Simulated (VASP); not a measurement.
Write the native input for VASP 6.6.1 that does the following.

| Property | Result |
| --- | --- |
| Task | single point |
| Functional | PBEsol |
| Potentials or basis | VASP PAW PBE potentials, release 64 (Sn_d) |
| Cutoff | 520 eV |
| k mesh | 6 × 6 × 1 |
| Occupations | gaussian, width 0.03 eV |
| Spin | no spin polarisation |
| Dipole correction | yes |
| Further INCAR settings | ALGO = Fast; EDIFF = 1e-07; NBANDS = 66 |

The structure of Sn lies in POSCAR:

```
Sn
1.0
    4.6224744100      0.0000000000      0.0000000000
   -2.3112372000      4.0031802700      0.0000000000
    0.0000000000      0.0000000000     27.2662622900
Sn
8
Direct
    0.0000000000      0.0000000000      0.2750652000
    0.6666666700      0.3333333300      0.3096705600
    0.6666666700      0.3333333300      0.4134866200
    0.3333333300      0.6666666700      0.4480919700
    0.3333333300      0.6666666700      0.5519080300
    0.0000000000      0.0000000000      0.5865133800
    0.0000000000      0.0000000000      0.6903294400
    0.6666666700      0.3333333300      0.7249348000
```

The slab is cut from a database's or a generator's crystal, which needn't be the stable form of the element.

The input as run:

INCAR

```
SYSTEM = Sn
PREC = Accurate
ENCUT = 520
EDIFF = 1E-7
ISMEAR = 0
SIGMA = 0.03
LREAL = .False.
LASPH = .True.
NELM = 80
ALGO = Fast
ISIF = 2
LWAVE = .False.
LCHARG = .False.
LDIPOL = .True.
IDIPOL = 3
DIPOL = 0.5 0.5 0.500
GGA = PS
NBANDS = 66
LVHAR = .True.
LVACPOTAV = .True.
ICORELEVEL = 1
KPAR = 2
```

KPOINTS

```
Automatic mesh
0
Gamma
  6 6 1
  0 0 0
```

Potentials or basis: VASP PAW PBE potentials, release 64 (Sn_d).

Launch:

```console
$ cat potpaw_PBE.64/Sn_d/POTCAR > POTCAR
$ mpirun -np 2 vasp_std > vasp.out
```

It gave:

- Largest force: 0.215 eV/Å
- Band gap on the k mesh: none (metal or under the smearing width)
- Work function of the upper face: 4.42 eV
- Work function of the lower face: 4.42 eV

Caveat: the PAW data sets were made with another functional, which shifts forces and pressure a little.

Run time: 3 min on 2 MPI ranks on AMD EPYC 9R45 (Zen 5) (shared host), peak memory 0.64 GiB a rank.
